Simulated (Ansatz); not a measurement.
Fe (Fm-3m)

All numbers below come from DFT PBE, scalar-relativistic, plane waves, PAW (Ansatz).

Plane waves to 420 eV, a k mesh through Γ of 20×20×20 on the computed 1-atom cell and Gaussian smearing (0.10 eV); collinear spin from starting moments 2.91 μB.

The structure is relaxed at this level of theory with its symmetry kept. This fcc form isn't the element's structure at ambient conditions.

```
Fe
1.0
     0.00000    1.82013    1.82013
     1.82013    0.00000    1.82013
     1.82013    1.82013    0.00000
Fe
1
Direct
  0.00000 0.00000 0.00000
```

(1) Formation energy from the elements' standard states (uncorrected)?

(2) Density of states at the Fermi level?

(3) Löwdin character within 0.5 eV of the Fermi level?

(4) Bader charges (e)?

(5) Total moment?

(6) Site moments (μB; atoms counted from 1 over the whole cell)?

Only this magnetic start was tried.

Results:

(1) +0.161 eV/atom.

(2) 1.03 states/eV per cell.

(3) Fe 3d 91 %.

(4) Fe (1 in the cell) 0.00.

(5) 2.60 μB per cell.

(6) Fe (atom 1) 2.65.

Cost: 9 runs of about 4.2 core-minutes in all, on Arm Neoverse V1 (shared hosts).